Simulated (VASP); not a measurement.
The system is Sr.

```
CELL_PARAMETERS angstrom
-2.43500 2.43500 2.43500
2.43500 -2.43500 2.43500
2.43500 2.43500 -2.43500
ATOMIC_POSITIONS crystal
Sr 0.00000 0.00000 0.00000
```

This isn't the form of Sr at room conditions, which is fcc.

| Property | Result |
| --- | --- |
| Program | VASP 6.6.1 |
| Task | relaxation of cell and atoms |
| Functional | PBE |
| Potentials or basis | VASP PAW PBE potentials, release 64 (Sr_sv) |
| Cutoff | 520 eV |
| k mesh | 13 × 13 × 13 |
| Occupations | gaussian, width 0.1 eV |
| Spin | no spin polarisation |

At the start: pressure -0.7 GPa; volume 57.75 Å³/atom.

How do energy, volume and symmetry change on relaxing?

Over 4 steps the energy falls by 9.4 meV/atom and the volume is 53.83 Å³/atom (-6.8 %); space group Im-3m (No. 229, to 0.05 Å).

Step by step:
```
step  energy change (eV)  largest force (eV/Å)  pressure (GPa)  volume (Å³)
   1              0.0000                0.0000           -0.74        57.75
   2             -0.0075                0.0000           -0.37        55.55
   3             -0.0093                0.0000            0.10        53.39
   4             -0.0094                0.0000            0.00        53.83
```

Final structure:
```
Sr
1.0
    -2.37863    2.37863    2.37863
     2.37863   -2.37863    2.37863
     2.37863    2.37863   -2.37863
Sr
1
Direct
  0.00000 0.00000 0.00000
```
